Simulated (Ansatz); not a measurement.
**NiO: band structure with r2SCAN**

Crystal: NiO.

```xyz
2
Lattice="0.0000 2.2406 2.2406 2.2406 0.0000 2.2406 2.2406 2.2406 0.0000" Properties=species:S:1:pos:R:3 pbc="T T T"
Ni    0.0000    0.0000    0.0000
O     3.3609    3.3609    3.3609
```

The cell was built by a generator and needn't be a form met in nature.

```yaml
Program: Ansatz 0.2.0
Task: band structure
Functional: r2SCAN
Potentials_or_basis: Ansatz PAW
Cutoff: "500 eV (not typed: the program's choice for these potentials)"
k_mesh: 7 × 7 × 7
Occupations: fermi-dirac, width 0.05 eV
Spin: collinear spin, ferromagnetic start
Starting_moments: "[1.0, 0.0] μB"
Path: "[[\"G\", \"X\", \"W\", \"K\", \"G\", \"L\", \"U\", \"W\", \"L\", \"K\"], [\"U\", \"X\"]]"
Points_for_each_segment_of_the_path: 14
```

```
Pressure               : -4.6 GPa
Band gap on the k mesh : none (metal or under the smearing width)
Net moment             : 2.00 μB per cell
Absolute moment        : 2.07 μB per cell
Site moments           : Ni +1.59; O +0.36 μB
```

Levels at the corners of the path, in eV from the Fermi level:
Spin up:
```
point  band 11  band 12  band 13  band 14  band 15  band 16
    Γ    -0.68    -0.68    -0.68     0.23    14.49    14.49
    X    -2.85    -2.85    -2.53     5.19    10.11    11.06
    W    -3.29    -2.86    -1.90     6.96    10.00    10.51
    K    -3.35    -2.33    -2.18     6.50     9.42    10.23
    Γ    -0.68    -0.68    -0.68     0.23    14.49    14.49
    L    -3.26    -1.50    -1.50     5.79     7.26    13.87
    U    -3.35    -2.33    -2.18     6.50     9.42    10.23
    W    -3.29    -2.86    -1.90     6.96    10.00    10.51
    L    -3.26    -1.50    -1.50     5.79     7.26    13.87
    K    -3.35    -2.33    -2.18     6.50     9.42    10.23
    U    -3.35    -2.33    -2.18     6.50     9.42    10.23
    X    -2.85    -2.85    -2.53     5.19    10.11    11.06
```
Spin down:
| point | band 10 | band 11 | band 12 | band 13 | band 14 | band 15 |
| --- | --- | --- | --- | --- | --- | --- |
| Γ | -2.11 | 0.56 | 1.86 | 1.86 | 1.86 | 14.80 |
| X | -1.56 | -1.40 | -0.03 | -0.03 | 5.83 | 10.98 |
| W | -1.67 | -1.64 | -0.14 | 0.18 | 7.70 | 10.89 |
| K | -1.80 | -1.20 | -0.10 | 0.24 | 7.15 | 10.06 |
| Γ | -2.11 | 0.56 | 1.86 | 1.86 | 1.86 | 14.80 |
| L | -1.81 | -0.69 | 0.88 | 0.88 | 6.21 | 7.96 |
| U | -1.80 | -1.20 | -0.10 | 0.24 | 7.15 | 10.06 |
| W | -1.67 | -1.64 | -0.14 | 0.18 | 7.70 | 10.89 |
| L | -1.81 | -0.69 | 0.88 | 0.88 | 6.21 | 7.96 |
| K | -1.80 | -1.20 | -0.10 | 0.24 | 7.15 | 10.06 |
| U | -1.80 | -1.20 | -0.10 | 0.24 | 7.15 | 10.06 |
| X | -1.56 | -1.40 | -0.03 | -0.03 | 5.83 | 10.98 |

Wall time 9.8 s on 2 threads of Arm Neoverse V2 (shared host), peak memory 0.36 GiB.

Caveat: the magnetic or orbital state may not be the lowest; a cell with one magnetic atom can't hold antiferromagnetic order, which such compounds often take; semilocal functionals often make such compounds metallic where correlation or magnetic order opens a gap, which also shifts bond lengths; the PAW data sets come from PBE, with cores solved anew for the run's functional, which leaves a small shift of forces and pressure. With open d or f shells a metallic result of r2SCAN can be an artefact of self-interaction; +U or a hybrid may open a gap.
